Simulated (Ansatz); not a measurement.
W: energy along a strain

W, Fm-3m, a = 4.060 Å (as given, not relaxed at this level: -4.6 GPa). This isn't the element's structure at ambient conditions. Ansatz: PBE, PAW, 420 eV, Γ-centred 20×20×20 mesh on 1 atom, Gaussian smearing 0.15 eV; no spin polarisation. Cell vectors (Å): 0.000 2.030 2.030; 2.030 0.000 2.030; 2.030 2.030 0.000. The cell is strained by x per cent times the pattern (0 0 1 0 0 0) in the order xx yy zz yz xz xy (engineering shears), with fractional coordinates held. y is the free energy over the start, V0 = 16.731 Å³/atom.

```
x (%) y (meV/atom)
-4.00        -15.48
-3.00        -12.70
-2.00         -8.99
-1.00             ?
 0.00          0.00
 1.00          5.01
 2.00         10.58
 3.00         17.09
 3.50         20.82
 4.00         24.93
```

Question: Fit y = c1 x + c2 x² + c3 x³ to the other rows, get the stiffness along the pattern, and predict the missing energy.

Answer: Least squares on the rows shown. y = 4.8268 x + 0.27772 x² + 0.013929 x³. The clamped-ion stiffness p·C·p = 2 × 2.777 eV × 160.2 / 16.731 Å³ = 53 GPa, which is C33 in these axes (C11 of the cubic crystal) (second derivative at the start, which stands under stress). With a term in x⁴ added, the coefficient of x² becomes 0.1741, 37 % less, which shows how far this figure hangs on the form. At x = -1.00 the fit asked for gives -4.56 meV/atom. The run gave -4.68 meV/atom, so the fit is 0.12 meV/atom too high, within the rms miss on the fitted rows (0.27 meV/atom).

Spin–orbit coupling is left out, which can shift energies with elements as heavy as these.